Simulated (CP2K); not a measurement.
Runs of CP2K 2026.2 on NaCl. Symmetry: Fm-3m, No. 225, cubic system. Conventional cell: a = 5.588 Å, b = 5.588 Å, c = 5.588 Å, α = 90.00°, β = 90.00°, γ = 90.00°. Cl (site symmetry m-3m) is surrounded by 6 Na at 2.79 Å. Na (site symmetry m-3m) has 6 Cl at 2.79 Å as nearest neighbours. The cell is a database's computed one.

```csv
task,level,potentials or basis,smearing,EPS_DEFAULT,NGRIDS,CUTOFF of the grids,points a segment of the path (NPOINTS),bands added on the path,gap on the mesh (eV),pressure (GPa)
single point,PBE,"POTENTIAL_UZH Cl GTH-PBE-q7, Na GTH-PBE-q9; TZVP-MOLOPT-PBE-GTH basis",fermi-dirac 0.05 eV,1.0E-10,4,1400 Ry,-,-,(a),2.0
band structure,LDA,"GTH_POTENTIALS Cl GTH-PADE-q7, Na GTH-PADE-q9; TZVP-MOLOPT-PBE-GTH basis",fermi-dirac 0.1 eV,1.0E-9,4,1350 Ry,6,6,4.76,-1.4
atomic charges,PBE,"POTENTIAL_UZH Cl GTH-SCAN-q7, Na GTH-SCAN-q9; DZVP-MOLOPT-SR-GTH basis",fermi-dirac 0.05 eV,1.0E-9,5,1300 Ry,-,-,(b),1.7
atomic charges,PBE,"GTH_POTENTIALS Cl GTH-PBE-q7, Na GTH-PBE-q9; DZVP-MOLOPT-SR-GTH basis",fermi-dirac 0.05 eV,1.0E-9,5,1300 Ry,-,-,5.16,1.7
```

Alike in all rows: no spin polarisation; cell as given; k mesh 8 × 8 × 8.

Q: Fill in the values left out.

A: (a) 5.18; (b) 5.24.

Caveats: the basis of atomic orbitals isn't converged, which shifts pressures, moduli and gaps; the potentials were made for another functional, which shifts forces and pressure (some runs).

A k mesh can miss the band edges.

Not every run made on this cell is shown here.
